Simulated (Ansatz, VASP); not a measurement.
# In: VASP beside Ansatz

```
In
1.0
     1.73065   -2.90589    0.00000
     1.73065    2.90589    0.00000
     0.00000    0.00000    5.51518
In
2
Direct
  0.32732 0.67268 0.25000
  0.67268 0.32732 0.75000
```

Alike in both runs: functional PBE; k mesh 18 × 18 × 10; occupations gaussian, width 0.1 eV; no spin polarisation.

Ansatz relaxed the structure, and its values are those at the end. VASP's run is a single point on that final structure, the one shown.

|  | VASP | Ansatz |
| --- | --- | --- |
| version | VASP 6.6.1 | Ansatz 0.2.0 |
| potentials or method | VASP PAW PBE potentials, release 64 (In_d) | scalar-relativistic, plane waves, PAW |
| plane-wave cutoff (eV) | 520 | 420 |
| valence electrons in the cell | 26 | 26 |

```csv
,VASP,Ansatz,Ansatz less VASP
gap on the k mesh at the Fermi level (eV),none,none,-
pressure (GPa),0.0,0.0,+0.03
```

A gap of «none» marks a metal or a gap that the smearing closes.
